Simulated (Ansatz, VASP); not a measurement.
# Cross-check of As (dimer As chain) between VASP and Ansatz, part 2 of 2

Aim: how closely do two programs agree when they are given the same cell, functional and k mesh? The structure shown is the start of the Ansatz relaxation below; VASP solves that cell, so the two are compared at the walk's first step.

VASP 6.6.1 and Ansatz 0.2.0.

So far. Step 4 (Differences): The forces differ by 98 meV/Å r.m.s., which is 4.0 % of the r.m.s. force of 2.452 eV/Å (both taken over all components).

## Step 8: Comparison

What differs besides the data sets and the points named for the pairs above, as far as they apply: the data sets hold 30 valence electrons in Ansatz (on its default PAW (the set named soft_2) files) and 10 in VASP. Total energies have different zeros and are not compared.

Forces (eV/Å; atoms numbered as in POSCAR):

```
atom        Ansatz x, y, z          VASP x, y, z
 As1  0.000, 0.000, -4.078  0.000, 0.000, -4.247
 As2   0.000, 0.000, 4.078   0.000, 0.000, 4.247
```

The forces differ by 98 meV/Å r.m.s., which is 4.0 % of the r.m.s. force of 2.452 eV/Å (both taken over all components). Moments aren't recorded for both runs of this pair, so they may hold unlike magnetic states.

## Step 9: Ansatz: relaxation, LDA

The two programs are compared at the cell with which this relaxation starts, whose forces are those of its first step.

The structure compared here is the start of the Ansatz relaxation; VASP solves that cell, so the two are compared at the walk's first step.

File input.yaml:

```yaml
crystal:
  lattice:
    - [7.5, 0.0, 0.0]
    - [0.0, 7.5, 0.0]
    - [0.0, 0.0, 4.522]
  atoms:
    - { symbol: As, position: [0.5, 0.5, 0.0], spin: 0.3 }
    - { symbol: As, position: [0.5, 0.5, 0.45], spin: 0.3 }
magnetization:
  spin_polarized: true
kpoints:
  mp_grid: { grid: [1, 1, 18] }
scf:
  occupations: { method: fermi_dirac, width: 0.05 }
hamiltonian:
  xc: lda
relax:
  cell: { fix: [a, b, alpha, beta, gamma] }
  max_steps: 60
```

Started as:

```console
$ ansatz run input.yaml --threads 4 --pin off --max-ram 8192MiB --backend cpu --events-out ev --progress --plain --runs-dir out
```

Numbers of over 12 decimals in the logs are rounded to 6 here.

Log:

```text
[...]
Crystal: 2 atoms, lattice volume = 254.363 Å³
Basis set: ecut = 420 eV, 5023 PW (Γ)
Bands: 20, of which v1, the nominal top of the filled ones, is band 15 counted from 1 (14 counted from 0)
Symmetry: 16 space group operations
[...]
k-points: 10 of 18
[...]
Starting moments: Σ|m| = 0.6 μB on 2 of 2 sites
[...]
-0.000000       0.121433      -0.000000
       -0.000000      -0.000000      -0.008046
  P = ⅓ Tr σ = 0.0783 GPa (0.783 kbar)
--- Relaxed structure (6 steps of the walk, 6 accepted, 1 SCFs on fresh bases) ---
[...]
cell:  # Å, volume = 258.4597 Å³
    - [7.5, 0, 0]
    - [0, 7.5, 0]
    - [0, 0, 4.594838]
  atoms:
    - { symbol: As, position: [0.5, 0.5, -0.024965] }
    - { symbol: As, position: [0.5, 0.5, 0.474965] }
[key lines of the parts left out:]
SCF converged after 5 iterations
Magnetization: 0.0000 μB (15.0000 up, 15.0000 down)
Free energy (F): -9544.498262 eV
Fermi energy:    -2.916929 eV
```

## Step 10: VASP: single point, LDA, start cell

The same cell, functional (in two slightly different forms), mesh and smearing now go to VASP, with its own data sets.

File INCAR:

```
SYSTEM = As
PREC = Accurate
ENCUT = 400
EDIFF = 1E-06
NELM = 200
ISMEAR = -1
SIGMA = 0.05
LREAL = .FALSE.
ALGO = Normal
GGA = PW92
NBANDS = 12
ISPIN = 2
MAGMOM = 0 0
LORBIT = 11
LWAVE = .FALSE.
LCHARG = .FALSE.
ISIF = 2
LASPH = .TRUE.
GGA_COMPAT = .FALSE.
KPAR = 2
```

File POSCAR:

```
As
1.0
    7.5000000000      0.0000000000      0.0000000000
    0.0000000000      7.5000000000      0.0000000000
    0.0000000000      0.0000000000      4.5220000000
As
2
Direct
    0.5000000000      0.5000000000      1.0000000000
    0.5000000000      0.5000000000      0.4500000000
```

File KPOINTS:

```
Automatic mesh
0
Gamma
1 1 18
0 0 0
```

The projector-augmented-wave data sets are As (LDA family, release 64).

Started as:

```console
$ mpirun -np 2 vasp_std
```

Log:

```text
[banner, memory and clock lines left out]
running    2 mpi-ranks, on    1 nodes
[...]
|                                                                             |
|               ----> ADVICE to this user running VASP <----                  |
|                                                                             |
|     You enforced a specific xc type in the INCAR file but a different       |
|     [... a line on the potential file left out ...]
|     I HOPE YOU KNOW WHAT YOU ARE DOING!                                     |
|                                                                             |

 LDA part: xc-table for (Slater(with rela. corr.)+PW92), standard interpolation
 POSCAR, INCAR and KPOINTS ok, starting setup
[...]
entering main loop
       N       E                     dE             d eps       ncg     rms          rms(c)
DAV:   1     0.471947576899E+02    0.47195E+02   -0.25398E+03   480   0.435E+02
DAV:   2    -0.257054369034E+01   -0.49765E+02   -0.48105E+02   728   0.882E+01
DAV:   3    -0.767377020594E+01   -0.51032E+01   -0.50438E+01   648   0.326E+01
DAV:   4    -0.776764611653E+01   -0.93876E-01   -0.93436E-01   576   0.531E+00
[...]
DAV:  15    -0.753693090740E+01   -0.22964E-04   -0.14209E-06   544   0.461E-03    0.267E-03
DAV:  16    -0.753693338238E+01   -0.24750E-05   -0.20347E-07   576   0.191E-03    0.807E-04
DAV:  17    -0.753693437382E+01   -0.99144E-06   -0.62029E-08   532   0.107E-03
   1 F= -.75369344E+01 E0= -.75291661E+01  d E =-.155366E-01  mag=    -0.0000
```

OUTCAR, selected parts (step 10):

```text
  Total        0.1733430      0.1733430      9.6712549      0.0000000      0.0000000      0.0000000
  in kB        1.0918519      1.0918519     60.9172553      0.0000000      0.0000000      0.0000000
  external PRESSURE =      21.0336531 kB  Pullay stress =       0.0000000 kB

 POSITION                                       TOTAL-FORCE (eV/Angst)
 -----------------------------------------------------------------------------------
      3.75000      3.75000      0.00000        -0.000000     -0.000000     -3.850804
      3.75000      3.75000      2.03490         0.000000      0.000000      3.850804
 -----------------------------------------------------------------------------------
    total drift:                                0.000000     -0.000000     -0.000000

  FREE ENERGIE OF THE ION-ELECTRON SYSTEM (eV)
  ---------------------------------------------------
  free  energy   TOTEN  =        -7.5369343738 eV

  energy  without entropy=       -7.5213977748  energy(sigma->0) =       -7.52916607

[... 3 parts as in an earlier step ...]

[... 1 further part left out ...]
[key lines of the parts left out:]
E-fermi :  -3.2820
```

## Step 11: Differences

What differs besides the data sets and the points named for the pairs above, as far as they apply: the data sets hold 30 valence electrons in Ansatz (on its default PAW (the set named soft_2) files) and 10 in VASP; VASP's log shows a relativistic correction to its local exchange, Ansatz's none. Total energies have different zeros and are not compared.

Forces (eV/Å; atoms numbered as in POSCAR):

```
atom        Ansatz x, y, z          VASP x, y, z
 As1  0.000, 0.000, -3.667  0.000, 0.000, -3.851
 As2   0.000, 0.000, 3.667   0.000, 0.000, 3.851
```

The forces differ by 106 meV/Å r.m.s., which is 4.8 % of the r.m.s. force of 2.223 eV/Å (both taken over all components). Moments aren't recorded for both runs of this pair, so they may hold unlike magnetic states.

## Step 12: Summary of results

```json
{
  "r.m.s. force difference (single point, PBE, start cell, pair 1)": "4.0 % of the r.m.s. force",
  "r.m.s. force difference (single point, PBE, start cell, pair 2)": "4.0 % of the r.m.s. force",
  "r.m.s. force difference (single point, LDA, start cell)": "4.8 % of the r.m.s. force"
}
```

The r.m.s. force difference is 4.8 % of the r.m.s. force (single point, LDA, start cell), beyond the 3 % picked in this series as the mark of a large difference. The data sets hold unlike numbers of valence electrons (30 in Ansatz and 10 in VASP), so part of the differences comes from the potentials. Single point, PBE, start cell, pair 1, VASP with the data sets As_d and a cutoff of 520 eV: r.m.s. force difference goes from 98 to 2.0 meV/Å. What causes the difference of the single point, PBE, start cell, pair 2 pair stays open here. What causes the difference of the single point, LDA, start cell pair stays open here. 7 further runs of this series are not shown here. Such differences can come from data sets, numerical settings and the points named under the comparisons, not from the functional's error against experiment.

[Lines on the potential files, build, host, timing and source positions are cut from VASP's logs without a mark.]

[Logs are printed without paths, hosts, clocks, repeated set-up lines and the standing remarks that a program may print on its own settings, such as how far it seeks lower states.]

[Hosts, paths, dates, database ids (printed as entryN), source tags and the programs' standing remarks are cut or masked in the printed files.]
